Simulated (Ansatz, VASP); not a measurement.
Two plane-wave programs on Al3GaN4

```
CELL_PARAMETERS angstrom
4.28226 0.00000 0.00000
0.00000 4.28226 0.00000
0.00000 0.00000 4.28226
ATOMIC_POSITIONS crystal
Al 0.50000 0.50000 0.00000
Al 0.50000 0.00000 0.50000
Al 0.00000 0.50000 0.50000
Ga 0.00000 0.00000 0.00000
N 0.74434 0.74434 0.25566
N 0.74434 0.25566 0.74434
N 0.25566 0.74434 0.74434
N 0.25566 0.25566 0.25566
```

Alike in both runs: functional r2SCAN; k mesh 6 × 6 × 6; occupations gaussian, width 0.02 eV; no spin polarisation.

Ansatz relaxed the structure, and its values are those at the end. VASP's run is a single point on that final structure, the one shown.

|  | VASP | Ansatz |
| --- | --- | --- |
| version | VASP 6.6.1 | Ansatz 0.2.0 |
| potentials or method | VASP PAW PBE potentials, release 64 (Al, Ga_d, N) | scalar-relativistic, plane waves, PAW |
| plane-wave cutoff (eV) | 520 | 500 |
| valence electrons in the cell | 42 | 42 |

|  | VASP | Ansatz | Ansatz less VASP |
| --- | --- | --- | --- |
| gap on the k mesh at the Fermi level (eV) | 4.08 | 4.09 | +0.008 |
| least direct gap on the mesh (eV) | 4.08 | 4.09 | +0.007 |
| pressure (GPa) | 20.1 | 20.0 | -0.14 |
| rms of the force components (eV/Å) | 0.034 | 0.000 | -0.0339 |

Caveats: so large a pressure means that the cell lies far from this level's equilibrium, or that cutoff or potentials fall short (VASP); the potentials were made for another functional, which shifts forces and pressure (VASP). r2SCAN opens gaps a little over a GGA but as a rule still falls short of measured ones. A k mesh can miss the band edges.
